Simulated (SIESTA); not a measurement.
**As under changes of volume**

One of the cells (22.434 Å³/atom); the others are scaled copies at fixed shape and fractional positions:

```
As
1.0
     1.82500   -5.50000    0.00000
     1.82500    5.50000    0.00000
     0.00000    0.00000    4.47000
As
4
Direct
  0.39000 0.61000 0.56000
  0.89000 0.11000 0.94000
  0.61000 0.39000 0.44000
  0.11000 0.89000 0.06000
```

This isn't the form of As at room conditions, which is rhombohedral.

```yaml
Program: SIESTA 5.4.2
Functional: LDA
Potentials_or_basis: PseudoDojo 0.4 standard (LDA files)
Basis: DZP (energy shift 0.003 Ry; two zetas on semicore shells)
Grid_cutoff: 500 Ry
Energy_shift: 0.003 Ry
k_mesh: 8 × 8 × 6
Occupations: fermi-dirac, width 0.05 eV
Spin: no spin polarisation
```

```tsv
volume (Å³/atom)	energy over the lowest point (meV/atom)	pressure (GPa)	largest force (eV/Å)
21.088	25.16	5.6	0.971
21.536	12.08	3.8	0.758
21.985	?	?	?
22.434	0.00	0.6	0.380
22.882	0.04	-0.7	0.214
23.331	3.60	-1.9	0.067
23.780	10.34	-2.9	0.095
```

Problem. What does the run at 21.985 Å³/atom give?

Solution. Energy over the lowest point 3.87 meV/atom; pressure 2.1 GPa; largest force 0.561 eV/Å.

Worked out: A Birch-Murnaghan fit of order 3 (a polynomial in V^(-2/3)) to the other rows has its minimum at 22.65 Å³/atom with B0 = V·E''(V) = 67 GPa and B' = 4.4 at fixed shape and positions, which overstates the stiffness. It gives 3.85 meV/atom at 21.985 Å³/atom, against the run's 3.87, and -dE/dV = 2.1 GPa, against 2.1.

Energies are extrapolated to zero smearing.

Caveats: the basis of atomic orbitals isn't converged, which shifts pressures, moduli and gaps.
